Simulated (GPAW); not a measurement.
Crystal: Mg.

```
Mg
1.0
    -1.83599    1.83599    1.67940
     1.83599   -1.83599    1.67940
     1.83599    1.83599   -1.67940
Mg
1
Direct
  0.00000 0.00000 0.00000
```

This isn't the form of Mg at room conditions, which is hcp.

* Program: GPAW 26.7.0
* Task: relaxation of cell and atoms
* Functional: revPBE
* Potentials or basis: the program's PAW data sets (release 1.2.1) made for this functional
* Cutoff: 800 eV
* Basis: pw
* k mesh: 11 × 11 × 11
* Occupations: fermi-dirac, width 0.05 eV
* Spin: no spin polarisation

At the start: pressure 1.4 GPa; volume 22.64 Å³/atom.

Q: How do energy, volume and symmetry change on relaxing?

A: Over 10 steps the energy falls by 7.2 meV/atom and the volume is 23.35 Å³/atom (+3.1 %); space group Im-3m (No. 229, to 0.05 Å).

The path:
```csv
step,energy change (eV),largest force (eV/Å),pressure (GPa),volume (Å³)
1,0.0000,0.0000,1.44,22.64
2,-0.0016,0.0000,1.10,22.84
3,-0.0042,0.0000,0.01,23.53
4,-0.0042,0.0000,-0.03,23.56
5,-0.0045,0.0000,-0.24,23.68
6,-0.0048,0.0000,-0.68,23.94
7,-0.0051,0.0000,-0.50,23.81
8,-0.0062,0.0000,-0.12,23.51
9,-0.0071,0.0000,0.22,23.25
10,-0.0072,0.0000,0.07,23.35
```

Final structure:
```
Mg
1.0
    -1.80215    1.80215    1.79710
     1.80215   -1.80215    1.79710
     1.80215    1.80215   -1.79710
Mg
1
Direct
  0.00000 0.00000 0.00000
```

Caveat: later steps reuse the first step's grids.
